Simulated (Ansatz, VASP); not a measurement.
Si in VASP and in Ansatz

File INCAR:

```
SYSTEM = Si
PREC     = Accurate       ! precision mode
ENCUT    = 520            ! plane-wave cutoff, eV
EDIFF    = 1E-7           ! SCF threshold, eV
ISMEAR   = 0              ! smearing method
SIGMA    = 0.1            ! smearing width, eV
LREAL    = .False.        ! projectors in reciprocal space
LASPH    = .True.         ! aspherical terms in the spheres
NELM     = 80             ! most SCF steps
ALGO     = Fast           ! electronic algorithm
ISIF     = 2              ! what is computed and relaxed
LWAVE    = .False.        ! write WAVECAR
LCHARG   = .False.        ! write CHGCAR
GGA      = PE             ! functional
```

Contents of KPOINTS:

```
Automatic mesh
0
Gamma
  12 12 11
  0 0 0
```

Contents of POSCAR:

```
Si
1.0
    2.6205428149      0.0000000000      0.0000000000
   -1.3102714075      2.2694566494      0.0000000000
    0.0000000000      0.0000000000      2.4663543900
Si
1
Direct
    0.0000000000      0.0000000000      0.0000000000
```

Contents of input.yaml:

```yaml
crystal:
  lattice:
    - [2.6205428149, 0.0, 0.0]
    - [-1.3102714075, 2.2694566494, 0.0]
    - [0.0, 0.0, 2.46635439]
  atoms:
    - { symbol: Si, position: [0.0, 0.0, 0.0] }
hamiltonian:
  xc: pbe
  pseudopotentials: { kind: paw }
kpoints:
  mp_grid: { grid: [12, 12, 11] }
scf:
  occupations: { method: gaussian, width: 0.1 }
output:
  forces: true
  stress: true
  eigenvalues: true
```

This isn't the form of Si at room conditions, which is diamond.

Alike in both runs: task single point; functional PBE; k mesh 12 × 12 × 11; occupations gaussian, width 0.1 eV; no spin polarisation.

|  | VASP | Ansatz |
| --- | --- | --- |
| version | VASP 6.6.1 | Ansatz 0.2.0 |
| potentials or method | VASP PAW PBE potentials, release 64 (Si) | Ansatz PAW |
| plane-wave cutoff (eV) | 520 | 420 |
| valence electrons in the cell | 4 | 4 |

Ansatz gave:

```
gap on the k mesh at the Fermi level (eV)       : none
pressure (GPa)                                  : 3.1
largest component of the traceless stress (GPa) : 3.09
```

Which values does VASP return?

gap on the k mesh at the Fermi level (eV): none; pressure (GPa): 3.0; largest component of the traceless stress (GPa): 3.09.

A gap of «none» marks a metal or a gap that the smearing closes.
